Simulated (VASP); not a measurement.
Here is a VASP 6.6.1 calculation.

File INCAR:

```
PREC     = Accurate       # precision mode
ENCUT    = 520            # plane-wave cutoff, eV
EDIFF    = 1E-7           # SCF threshold, eV
ISMEAR   = 0              # smearing method
SIGMA    = 0.1            # smearing width, eV
LREAL    = F              # projectors in reciprocal space
LASPH    = T              # aspherical terms in the spheres
NELM     = 120            # most SCF steps
ALGO     = Normal         # electronic algorithm
ISIF     = 3              # what is computed and relaxed
LWAVE    = F              # write WAVECAR
LCHARG   = F              # write CHGCAR
GGA      = PE             # functional
IBRION   = 2              # ionic algorithm
NSW      = 60             # ionic steps
EDIFFG   = -0.005         # ionic threshold
POTIM    = 0.3            # step
```

The input KPOINTS:

```
Automatic mesh
0
Gamma
  20 20 18
```

File POSCAR:

```
Si                                      
1.0
    2.6546143532      0.0000000000      0.0000000000
   -1.3273071766      2.2989634725      0.0000000000
   -0.0000000000     -0.0000000000      2.4727571318
  Si            
     1
Direct
     0.0000000000000000    0.0000000000000000    0.0000000000000000
```

Potentials or basis: VASP PAW PBE potentials, release 64 (Si).

The run is started by

```bash
$ cat potpaw_PBE.64/Si/POTCAR > POTCAR
$ mpirun -np 1 vasp_std > vasp.out
```

(1) What does it give for the band gap on the k mesh?

## Answers

(1) none (metal or under the smearing width).

Caveat: the relaxation stopped at its first step, so nothing moved.
